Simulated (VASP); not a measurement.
Here is a VASP 6.6.1 calculation.

File INCAR:

```
SYSTEM = Sr
PREC = Accurate ; ENCUT = 550
EDIFF = 1E-6 ; ISMEAR = 0
SIGMA = 0.02 ; LREAL = .FALSE.
LASPH = .TRUE. ; NELM = 60
ALGO = Fast ; ISIF = 2
LWAVE = .FALSE. ; LCHARG = .FALSE.
GGA = RP ; NBANDS = 11
```

File KPOINTS:

```
Automatic mesh
0
G
  8 8 8
  0 0 0
```

The input POSCAR:

```
Sr
4.3025
    0.000000000000      0.707112144102      0.707112144102
    0.707112144102      0.000000000000      0.707112144102
    0.707112144102      0.707112144102      0.000000000000
Sr
1
Direct
    0.0000000000      0.0000000000      0.0000000000
```

Potentials or basis: VASP PAW PBE potentials, release 64 (Sr_sv_GW).

Command:

```console
$ cat potpaw_PBE.64/Sr_sv_GW/POTCAR > POTCAR
$ mpirun -np 1 vasp_std > vasp.out
```

**Question.** Estimate the band gap on the k mesh.

**Answer.** None (metal or under the smearing width).

**Question.** What does it give for the pressure?

**Answer.** 0.3 GPa.

Caveat: the PAW data sets were made with another functional, which shifts forces and pressure a little.
